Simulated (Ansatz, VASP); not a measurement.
One calculation of TiAl, two programs

File INCAR:

```
SYSTEM = TiAl
ALGO = Normal
EDIFF = 1E-6
ENCUT = 520
GGA = PE
ISIF = 2
ISMEAR = 0
LASPH = .TRUE.
LCHARG = .FALSE.
LREAL = .FALSE.
LWAVE = .FALSE.
NBANDS = 14
NELM = 100
PREC = Accurate
SIGMA = 0.1
```

KPOINTS

```
k-points
0
G
  9 9 4
  0 0 0
```

POSCAR

```
TiAl
1.0
    2.8672622300      0.0000000000      0.0000000000
   -1.4336311200      2.4831219300      0.0000000000
    0.0000000000      0.0000000000      4.6780830000
Ti Al
1 1
Direct
    0.0000000000      0.0000000000      0.0000000000
    0.3333333300      0.6666666700      0.5000000000
```

Input for Ansatz:

```yaml
crystal:
  lattice:
    - [2.86726223, 0.0, 0.0]
    - [-1.43363112, 2.48312193, 0.0]
    - [0.0, 0.0, 4.678083]
  atoms:
    - { symbol: Ti, position: [0.0, 0.0, 0.0] }
    - { symbol: Al, position: [0.33333333, 0.66666667, 0.5] }
basis:
  ecutwfc: 420
kpoints:
  mp_grid: { grid: [9, 9, 4] }
hamiltonian:
  xc: pbe
  pseudopotentials: { kind: paw, azcp: { folder: soft_1 } }
scf:
  occupations: { method: gaussian, width: 0.1 }
output:
  forces: true
  stress: true
  eigenvalues: true
```

The cell comes from a database or a generator and needn't be the stable form of this composition.

Alike in both runs: task single point; functional PBE; k mesh 9 × 9 × 4; occupations gaussian, width 0.1 eV; no spin polarisation.

|  | VASP | Ansatz |
| --- | --- | --- |
| version | VASP 6.6.1 | Ansatz 0.2.0 |
| potentials or method | VASP PAW PBE potentials, release 64 (Ti_sv, Al) | scalar-relativistic, plane waves, PAW |
| plane-wave cutoff (eV) | 520 | 420 |
| valence electrons in the cell | 15 | 15 |

Ansatz gave:

- gap on the k mesh at the Fermi level (eV): none
- pressure (GPa): 0.2
- largest component of the traceless stress (GPa): 0.70

Problem. Estimate VASP's values.

Solution. gap on the k mesh at the Fermi level (eV): none; pressure (GPa): 0.2; largest component of the traceless stress (GPa): 0.66.

A gap of «none» marks a metal or a gap that the smearing closes.
